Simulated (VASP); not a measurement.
# Input and output of a VASP PBE single-point calculation on MgO (strained rocksalt)

INCAR

```
ENCUT = 520
GGA = PE
EDIFF = 1E-7
ISIF = 2
SIGMA = 0.02
PREC = Accurate
ISMEAR = -1
LREAL = .FALSE.
NBANDS = 11
LWAVE = .FALSE.
NSW = 0
LCHARG = .FALSE.
IBRION = -1
LASPH = .TRUE.
NELM = 120
```

KPOINTS

```
KPOINTS created by Atomic Simulation Environment
0
Gamma
10 10 10
0 0 0
```

KPOINTS_OPT

```
special points
6
Reciprocal
0.0000000000 0.0000000000 0.0000000000 1
0.5000000000 0.0000000000 0.5000000000 1
0.6250000000 0.2500000000 0.6250000000 1
0.3750000000 0.3750000000 0.7500000000 1
0.5000000000 0.5000000000 0.5000000000 1
0.5000000000 0.2500000000 0.7500000000 1
```

POSCAR

```
Mg O
 1.0000000000000000
     0.0000000000000000    2.0601240670999998    2.0601240670999998
     2.0601240670999998    0.0000000000000000    2.0601240670999998
     2.0601240670999998    2.0601240670999998    0.0000000000000000
 Mg  O
   1   1
Cartesian
  0.0000000000000000  0.0000000000000000  0.0000000000000000
  2.0601240670999998  2.0601240670999998  2.0601240670999998
```

VASP ran with the recommended PBE PAW datasets (8 valence electrons in the cell).

Command

```
mpirun -np 1 vasp_std
```

OSZICAR

```
N       E                     dE             d eps       ncg     rms          rms(c)
DAV:   1     0.156114641595E+02    0.15611E+02   -0.47106E+03  1186   0.650E+02
DAV:   2    -0.128152021422E+02   -0.28427E+02   -0.27469E+02  1194   0.139E+02
DAV:   3    -0.134090256681E+02   -0.59382E+00   -0.59324E+00  1226   0.172E+01
DAV:   4    -0.134102493362E+02   -0.12237E-02   -0.12237E-02  1142   0.927E-01
DAV:   5    -0.134102529623E+02   -0.36261E-05   -0.36260E-05  1187   0.490E-02    0.730E+00
DAV:   6    -0.118432475744E+02    0.15670E+01   -0.83324E+00  1073   0.163E+01    0.212E+00
DAV:   7    -0.118344415633E+02    0.88060E-02   -0.57208E-02  1148   0.206E+00    0.133E+00
DAV:   8    -0.118298550999E+02    0.45865E-02   -0.23659E-02  1091   0.175E+00    0.217E-01
DAV:   9    -0.118295162428E+02    0.33886E-03   -0.59399E-04  1181   0.165E-01    0.117E-01
DAV:  10    -0.118295256806E+02   -0.94378E-05   -0.48337E-04  1145   0.159E-01    0.126E-02
DAV:  11    -0.118295267597E+02   -0.10791E-05   -0.41507E-06  1187   0.166E-02    0.434E-03
DAV:  12    -0.118295265858E+02    0.17391E-06   -0.47174E-07  1169   0.540E-03    0.443E-04
DAV:  13    -0.118295266090E+02   -0.23169E-07   -0.31270E-08   616   0.938E-04
   1 F= -.11829527E+02 E0= -.11829527E+02  d E =-.111414E-12
       N       E                     dE             ncg
DAV:   1     0.488626429866E+03   -0.20892E+04      164
DAV:   2     0.357905977513E+03   -0.13072E+03      156
DAV:   3     0.356033776588E+03   -0.18722E+01      156
DAV:   4     0.356029562711E+03   -0.42139E-02      150
DAV:   5     0.356029549158E+03   -0.13553E-04      156
DAV:   6     0.356029549095E+03   -0.63449E-07      144
```

From OUTCAR

```
k-points           NKPTS =     47   k-points in BZ     NKDIM =     47   number of bands    NBANDS=     11

   NELECT =       8.0000    total number of electrons

   dimension x,y,z NGX =    24 NGY =   24 NGZ =   24
   dimension x,y,z NGXF=    48 NGYF=   48 NGZF=   48

  energy-cutoff  :      520.00
  volume of cell :       17.49
      direct lattice vectors                 reciprocal lattice vectors
     0.000000000  2.060124067  2.060124067    -0.242703829  0.242703829  0.242703829
     2.060124067  0.000000000  2.060124067     0.242703829 -0.242703829  0.242703829
     2.060124067  2.060124067  0.000000000     0.242703829  0.242703829 -0.242703829

 k-points in reciprocal lattice and weights: KPOINTS created by Atomic Simulation Env
   0.00000000  0.00000000  0.00000000       0.001
   0.10000000  0.00000000  0.00000000       0.008
   0.20000000  0.00000000  0.00000000       0.008
   0.30000000  0.00000000  0.00000000       0.008
   0.40000000  0.00000000  0.00000000       0.008
   0.50000000  0.00000000  0.00000000       0.004
   0.10000000  0.10000000  0.00000000       0.006
   0.20000000  0.10000000  0.00000000       0.024
   ...

 E-fermi :   4.1848

 k-point     1 :       0.0000    0.0000    0.0000
  band No.  band energies     occupation
      1     -13.9141      2.00000
      2       3.7016      2.00000
      3       3.7016      2.00000
      4       3.7016      2.00000
      5       9.0995      0.00000
      6      19.8743      0.00000
      7      19.8743      0.00000
      8      19.8743      0.00000
      9      23.9695      0.00000
     10      25.8239      0.00000
     11      25.8239      0.00000

 k-point     2 :       0.1000    0.0000    0.0000
  band No.  band energies     occupation
      1     -13.7966      2.00000
      2       3.0364      2.00000
      3       3.6257      2.00000
      4       3.6257      2.00000
      5       9.7201      0.00000
      6      18.6058      0.00000
      7      20.1398      0.00000
      8      20.1398      0.00000
      9      25.1869      0.00000
     10      25.1869      0.00000
     11      25.7489      0.00000

 k-point     3 :       0.2000    0.0000    0.0000
  band No.  band energies     occupation
      1     -13.4700      2.00000
      2       1.6487      2.00000
      3       3.4338      2.00000
      4       3.4338      2.00000
      5      10.9050      0.00000
      6      17.1152      0.00000
      7      20.7091      0.00000
      8      20.7091      0.00000
      9      24.5244      0.00000
     10      24.5244      0.00000
     11      27.0463      0.00000

 k-point     4 :       0.3000    0.0000    0.0000
  band No.  band energies     occupation
      1     -13.0255      2.00000
      2       0.2300      2.00000
      3       3.2087      2.00000
      4       3.2087      2.00000
      5      11.7668      0.00000
      6      16.5639      0.00000
      7      20.9502      0.00000
      8      20.9502      0.00000
      9      24.9589      0.00000
     10      24.9589      0.00000
     11      26.4593      0.00000

 k-point     5 :       0.4000    0.0000    0.0000
  band No.  band energies     occupation
      1     -12.6228      2.00000
      2      -0.8212      2.00000
      3       3.0352      2.00000
      4       3.0352      2.00000
      5      12.0166      0.00000
      6      16.8333      0.00000
      7      20.8018      0.00000
      8      20.8018      0.00000
      9      25.8487      0.00000
     10      26.2699      0.00000
     11      26.2699      0.00000

 k-point     6 :       0.5000    0.0000    0.0000
  band No.  band energies     occupation
      1     -12.4556      2.00000
      2      -1.2135      2.00000
      3       2.9708      2.00000
      4       2.9708      2.00000
      5      12.0272      0.00000
      6      17.0742      0.00000
      7      20.7053      0.00000
      8      20.7053      0.00000
      9      25.6209      0.00000
     10      27.0557      0.00000
     11      27.0557      0.00000

 k-point     7 :       0.1000    0.1000    0.0000
  band No.  band energies     occupation
      1     -13.7583      2.00000
      2       2.9683      2.00000
      3       3.5357      2.00000
      4       3.5357      2.00000
      5       9.9236      0.00000
      6      18.1801      0.00000
      7      20.2815      0.00000
      8      20.2815      0.00000
      9      24.0126      0.00000
     10      26.1453      0.00000
     11      26.3692      0.00000

 k-point     8 :       0.2000    0.1000    0.0000
  band No.  band energies     occupation
      1     -13.5042      2.00000
      2       1.9491      2.00000
      3       3.3368      2.00000
      4       3.3601      2.00000
      5      10.9294      0.00000
      6      16.9242      0.00000
      7      20.7048      0.00000
      8      20.7875      0.00000
      9      22.9288      0.00000
     10      26.0080      0.00000
     11      28.1690      0.00000

 k-point     9 :       0.3000    0.1000    0.0000
  band No.  band energies     occupation
      1     -13.1020      2.00000
      2       0.6547      2.00000
      3       3.0903      2.00000
      4       3.1138      2.00000
      5      11.9672      0.00000
      6      16.2234      0.00000
      7      20.5295      0.00000
      8      21.1544      0.00000
      9      23.2177      0.00000
     10      26.1392      0.00000
     11      27.9662      0.00000

 k-point    10 :       0.4000    0.1000    0.0000
  band No.  band energies     occupation
      1     -12.6840      2.00000
      2      -0.4450      2.00000
      3       2.8087      2.00000
      4       2.9490      2.00000
      5      12.4359      0.00000
      6      16.4477      0.00000
      7      19.9743      0.00000
      8      21.1218      0.00000
      9      24.5344      0.00000
     10      26.9833      0.00000
     11      27.4472      0.00000

 k-point    11 :       0.5000    0.1000    0.0000
  band No.  band energies     occupation
      1     -12.4332      2.00000
      2      -1.0272      2.00000
      3       2.6177      2.00000
      4       2.8962      2.00000
      5      12.5053      0.00000
      6      16.9069      0.00000
      7      19.6792      0.00000
      8      20.9928      0.00000
      9      25.7738      0.00000
     10      27.2233      0.00000
     11      27.3708      0.00000

 k-point    12 :      -0.4000    0.1000    0.0000
  band No.  band energies     occupation
      1     -12.4871      2.00000
      2      -0.9012      2.00000
      3       2.5781      2.00000
      4       2.9719      2.00000
      5      12.5156      0.00000
      6      16.8229      0.00000
      7      19.7439      0.00000
      8      21.0323      0.00000
      9      26.1590      0.00000
     10      26.3467      0.00000
     11      27.2865      0.00000

 k-point    13 :      -0.3000    0.1000    0.0000
  band No.  band energies     occupation
      1     -12.8139      2.00000
      2      -0.1130      2.00000
      3       2.7072      2.00000
      4       3.1533      2.00000
      5      12.3705      0.00000
      6      16.3819      0.00000
      7      20.1003      0.00000
      8      21.2844      0.00000
      9      24.3045      0.00000
     10      26.0251      0.00000
     11      27.6273      0.00000

 k-point    14 :      -0.2000    0.1000    0.0000
  band No.  band energies     occupation
      1     -13.2454      2.00000
      2       1.0778      2.00000
      3       2.9817      2.00000
      4       3.3798      2.00000
      5      11.6588      0.00000
      6      16.5033      0.00000
      7      20.4649      0.00000
      8      21.3018      0.00000
      9      23.2590      0.00000
     10      25.3811      0.00000
     11      28.1276      0.00000

 k-point    15 :      -0.1000    0.1000    0.0000
  band No.  band energies     occupation
      1     -13.6098      2.00000
      2       2.2881      2.00000
      3       3.3402      2.00000
      4       3.5643      2.00000
      5      10.5212      0.00000
      6      17.4989      0.00000
      7      20.4328      0.00000
      8      20.5753      0.00000
      9      23.8966      0.00000
     10      25.3078      0.00000
     11      27.4591      0.00000

 k-point    16 :       0.2000    0.2000    0.0000
  band No.  band energies     occupation
      1     -13.3391      2.00000
      2       1.5908      2.00000
      3       3.1351      2.00000
      4       3.1351      2.00000
      5      11.5971      0.00000
      6      15.9520      0.00000
      7      21.2401      0.00000
      8      21.2933      0.00000
      9      21.2933      0.00000
     10      27.0949      0.00000
     11      30.7135      0.00000

 ...

  Total        1.8221157      1.8221157      1.8221157      0.0000000     -0.0000000      0.0000000
  in kB      166.9461498    166.9461498    166.9461498      0.0000000     -0.0000000      0.0000000
  external PRESSURE =     166.9461498 kB  Pullay stress =       0.0000000 kB

 POSITION                                       TOTAL-FORCE (eV/Angst)
 -----------------------------------------------------------------------------------
      0.00000      0.00000      0.00000        -0.000000      0.000000      0.000000
      2.06012      2.06012      2.06012         0.000000     -0.000000      0.000000
 -----------------------------------------------------------------------------------
    total drift:                               -0.000000     -0.000000      0.000000

  FREE ENERGIE OF THE ION-ELECTRON SYSTEM (eV)
  ---------------------------------------------------
  free  energy   TOTEN  =       -11.8295266090 eV

  energy  without entropy=      -11.8295266090  energy(sigma->0) =      -11.82952661
```

```yaml
gap_between_bands_v_and_c: 5.40 eV
least_direct_gap: 5.40 eV
pressure: 16.7 GPa
```

Band v is the last that the valence electrons fill when counted band by band, and c is the next.

The run took about 9.1 s on one core of a shared host (Intel Xeon Platinum 8488C) and held 0.14 GiB at most.
